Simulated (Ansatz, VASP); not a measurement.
## One calculation of Ni, two programs

```
Ni
1.0
     2.48616    0.00000    0.00000
    -1.24308    2.15308    0.00000
     0.00000    0.00000    8.14999
Ni
4
Cartesian
  0.0000 0.0000 0.0000
  0.0000 0.0000 4.0750
  0.0000 1.4354 6.1125
  1.2431 0.7177 2.0375
```

Alike in both runs: functional PBE; k mesh 21 × 21 × 6; occupations gaussian, width 0.1 eV; collinear spin.

Ansatz relaxed the structure, and its values are those at the end. VASP's run is a single point on that final structure, the one shown.

|  | VASP | Ansatz |
| --- | --- | --- |
| version | VASP 6.6.1 | Ansatz 0.2.0 |
| potentials or method | VASP PAW PBE potentials, release 64 (Ni) | scalar-relativistic, plane waves, PAW |
| plane-wave cutoff (eV) | 520 | 420 |
| valence electrons in the cell | 40 | 72 |

|  | VASP | Ansatz | Ansatz less VASP |
| --- | --- | --- | --- |
| gap on the k mesh at the Fermi level (eV) | none | none | - |
| pressure (GPa) | -0.1 | 0.0 | +0.08 |
| net moment per atom (μB) | 0.63 | 0.64 | +0.016 |
| size of the moment on the site where the two differ most (μB) | 0.65 | 0.69 | +0.044 |

Site moments also hang on the region over which each program counts them. A gap of «none» marks a metal or a gap that the smearing closes. The functional is the same, so the differences come from potentials, cutoffs and numerics. The two sets of potentials don't hold the same shells in valence.
